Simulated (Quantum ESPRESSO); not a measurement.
## NaCl: zone-centre phonons and dielectric response under several settings

```
CELL_PARAMETERS angstrom
0.00000 2.79406 2.79406
2.79406 0.00000 2.79406
2.79406 2.79406 0.00000
ATOMIC_POSITIONS crystal
Cl 0.50000 0.50000 0.50000
Na 0.00000 0.00000 0.00000
```

The cell is a database's computed one.

All runs used Quantum ESPRESSO 7.5; k mesh 4 × 4 × 4, shifted; no spin polarisation; occupations smeared at first, fixed for the response.

```csv
level,potentials,geometry,cutoff (eV),volume (Å³/atom),pressure (GPa),lowest optical mode without the field (cm⁻¹),highest mode with the field (cm⁻¹),ε∞ (mean),ε0 (mean),Born charge of atom 1 (e),sum of the Born charges (e)
WC,JTH 2.0 PBE,volume scaled by 1.08,490,23.56,-1.4,131,234,2.49,7.9,-1.11,0.01
PBEsol,GBRV 1.5 PBEsol,relaxed cell,612,?,0.0,?,?,?,?,?,?
PBE,JTH 2.0 PBE,relaxed cell,490,22.71,0.3,166,257,2.49,6.0,-1.10,0.02
LDA,GBRV 1.5 LDA,relaxed cell,612,20.47,0.0,189,270,2.67,5.4,-1.07,0.00
```

Problem. What stands in the row left open?

Solution. Volume 22.05 Å³/atom; lowest optical mode without the field 167 cm⁻¹; highest mode with the field 255 cm⁻¹; ε∞ 2.57; ε0 6.0; Born charge of atom 1 -1.09 e; sum of the Born charges 0.00 e.

Caveats: the cutoff is low for these files, which shifts pressure and relaxed volume (some runs); the potentials were made for another functional, which shifts forces and pressure (some runs); before the sum rule the acoustic modes lie tens of cm⁻¹ from zero, a sign that the density grid also shifts the optical modes (some runs).

For the row left open. Caveat: the k mesh is coarse.
